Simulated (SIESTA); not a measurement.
Cu:

```
Cu
1.0
     0.00000    1.80750    1.80750
     1.80750    0.00000    1.80750
     1.80750    1.80750    0.00000
Cu
1
Cartesian
  0.0000 0.0000 0.0000
```

Program: SIESTA 5.4.2. Alike in all runs: task band structure; no spin polarisation; cell as given; k mesh 13 × 13 × 13; smearing fermi-dirac 0.05 eV; grid cutoff 800 Ry.

Question: Order these runs on this cell by their pressure, lowest first.
A. level PBEsol; potentials or basis PseudoDojo 0.4 standard (PBEsol files), DZP (energy shift 0.002 Ry); energy shift 0.002 Ry
B. level PBE; potentials or basis PseudoDojo 0.4 standard (PBE files), SZ (energy shift 0.002 Ry); energy shift 0.002 Ry
C. level PBE; potentials or basis SG15 1.2 (PBE files) or PseudoDojo by element, DZP (energy shift 0.002 Ry); energy shift 0.002 Ry
D. level PBE; potentials or basis PseudoDojo 0.4 standard (PBE files), TZDP (energy shift 0.01 Ry); energy shift 0.01 Ry

Answer: A (-7.8 GPa), D (-1.3 GPa), C (4.1 GPa), B (43.0 GPa).

Caveats: the basis of atomic orbitals isn't converged, which shifts pressures, moduli and gaps; semicore shells carry a single zeta, which can move pressures by several GPa and volumes by a few percent (some runs); the basis has no polarisation orbitals (some runs); a pressure of tens of GPa on the cell as given is suspect, and the run, the potentials or the cell itself is likely at fault (some runs); short orbitals over semicore shells can move pressures by several GPa (some runs).
